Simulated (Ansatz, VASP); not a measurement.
**MgO in VASP and in Ansatz**

File INCAR:

```
  PREC = Accurate
  ENCUT = 520
  EDIFF = 1E-7
  ISMEAR = 0
  SIGMA = 0.01
  LREAL = False
  LASPH = True
  NELM = 100
  ALGO = Normal
  ISIF = 2
  LWAVE = False
  LCHARG = False
  GGA = PE
  NBANDS = 11
```

File KPOINTS:

```
Automatic mesh
0
Gamma
  8 8 8
```

POSCAR

```
MgO
1.0
    0.0000000000      2.3060412418      2.3060412418
    2.3060412418      0.0000000000      2.3060412418
    2.3060412418      2.3060412418      0.0000000000
Mg O
1 1
Direct
    0.0000000000      0.0000000000      0.0000000000
    0.2500000000      0.2500000000      0.2500000000
```

Input for Ansatz:

```yaml
crystal:
  lattice:
    - [0.0, 2.3060412418, 2.3060412418]
    - [2.3060412418, 0.0, 2.3060412418]
    - [2.3060412418, 2.3060412418, 0.0]
  atoms:
    - { symbol: Mg, position: [0.0, 0.0, 0.0] }
    - { symbol: O, position: [0.25, 0.25, 0.25] }
kpoints:
  mp_grid: { grid: [8, 8, 8] }
hamiltonian:
  xc: pbe
scf:
  occupations: { method: fixed }
  n_extra_bands: 4
output:
  forces: true
  stress: true
  eigenvalues: true
```

Alike in both runs: task single point; functional PBE; k mesh 8 × 8 × 8; no spin polarisation.

|  | VASP | Ansatz |
| --- | --- | --- |
| version | VASP 6.6.1 | Ansatz 0.2.0 |
| potentials or method | VASP PAW PBE potentials, release 64 (Mg, O) | plane waves, PAW |
| plane-wave cutoff (eV) | 520 | 420 |
| occupations | gaussian, width 0.01 eV | fixed |
| valence electrons in the cell | 8 | 16 |

Ansatz gave:

* gap on the k mesh at the Fermi level (eV): 3.48
* pressure (GPa): 0.0

Q: What did VASP give for the same quantities?

A: gap on the k mesh at the Fermi level (eV): 3.47; pressure (GPa): -0.4.

The two sets of potentials don't hold the same shells in valence.
